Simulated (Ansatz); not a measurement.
Free-standing chains of the atoms of GaN, named by their start (strip: triangular double chain, ladder: square double chain); atoms and period are relaxed, and energies count from relaxed bulk GaN (F-43m, not its usual structure, 11.76 Å³/atom, gap on the mesh 1.54 eV).

Level of theory: DFT PBE, scalar-relativistic, plane waves, PAW in Ansatz 0.2.0.

Cutoff 420 eV, Gaussian smearing of 0.05 eV, energies at zero smearing, symmetry of each start kept, collinear spin where a moment is listed.

| start | atoms | k mesh | excess energy (eV per host atom) | period (Å) | gap on the mesh (eV) | highest filled level or Fermi level under vacuum (eV) |
| --- | --- | --- | --- | --- | --- | --- |
| linear chain | 2 | 1×1×18 | 1.363 | 3.391 | 1.81 | 5.29 |
| dimerised chain | 2 | 1×1×18 | 1.363 | 3.391 | 1.81 | 5.30 |
| zigzag chain | 2 | 1×1×20 | 1.320 | 3.335 | 1.94 | 5.34 |
| ladder chain | 4 | 1×1×18 | 1.071 | 3.617 | 1.47 | 5.23 |
| strip chain* | 2 | 1×1×34 | 1.320 | 3.336 | 1.94 | 5.34 |

Zero in every row: size of the moment (μB per cell).

* ends far from its start.

Each run keeps its start's symmetry and one magnetic start, so lower states can exist. Rows stand on unlike meshes and boxes, so starts that end alike can differ by a few hundredths of an eV per atom.